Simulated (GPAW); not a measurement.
Crystal: Se.

```
Se
1.0
     4.36620    0.00000    0.00000
    -2.18310    3.78124    0.00000
     0.00000    0.00000    4.95360
Se
3
Direct
  0.77460 0.77460 0.00000
  0.00000 0.22540 0.66667
  0.22540 0.00000 0.33333
```

* Program: GPAW 26.7.0
* Task: relaxation of cell and atoms
* Functional: revTPSS
* Dispersion: D3(BJ)
* Potentials or basis: GPAW PAW data sets (gpaw-data 1.2.1)
* Cutoff: 600 eV
* Basis: pw
* k mesh: 5 × 5 × 4
* Occupations: fermi-dirac, width 0.05 eV
* Spin: no spin polarisation

At the start: pressure -1.2 GPa; volume 27.26 Å³/atom.

Problem. How do energy, volume and symmetry change on relaxing?

Solution. Over 12 steps the energy falls by 46.4 meV/atom and the volume is 23.20 Å³/atom (-14.9 %); space group P3_121 (No. 152, to 0.05 Å).

The path:
| step | energy change (eV) | largest force (eV/Å) | pressure (GPa) | volume (Å³) |
| --- | --- | --- | --- | --- |
| 1 | 0.0000 | 0.2487 | -1.21 | 81.78 |
| 2 | -0.0048 | 0.2183 | -1.29 | 81.54 |
| 3 | -0.0760 | 0.2311 | -1.71 | 75.20 |
| 4 | -0.0861 | 0.2696 | -1.08 | 72.81 |
| 5 | -0.0931 | 0.2246 | -0.45 | 71.72 |
| 6 | -0.1031 | 0.0618 | 0.69 | 70.67 |
| 7 | -0.1082 | 0.0698 | 1.16 | 70.66 |
| 8 | -0.1133 | 0.1475 | 1.29 | 70.74 |
| 9 | -0.1242 | 0.2291 | 1.20 | 70.63 |
| 10 | -0.1342 | 0.1932 | 0.70 | 70.13 |
| 11 | -0.1383 | 0.0901 | 0.27 | 69.69 |
| 12 | -0.1393 | 0.0135 | 0.03 | 69.59 |

Final structure:
```cif
data_structure
_symmetry_space_group_name_H-M 'P 1'
_symmetry_Int_Tables_number 1
_cell_length_a 3.9424
_cell_length_b 3.9424
_cell_length_c 5.1697
_cell_angle_alpha 90.000
_cell_angle_beta 90.000
_cell_angle_gamma 119.998
_cell_volume 69.59
loop_
_atom_site_label
_atom_site_type_symbol
_atom_site_fract_x
_atom_site_fract_y
_atom_site_fract_z
_atom_site_occupancy
Se1 Se 0.75011 0.75011 0.00000 1
Se2 Se 0.99999 0.24989 0.66666 1
Se3 Se 0.24989 0.99999 0.33334 1
```

Caveat: later steps reuse the first step's grids; the PAW data sets were made with another functional, which shifts forces and pressure a little; the volume moved by -15 % from the deposited cell, more than functionals usually miss.
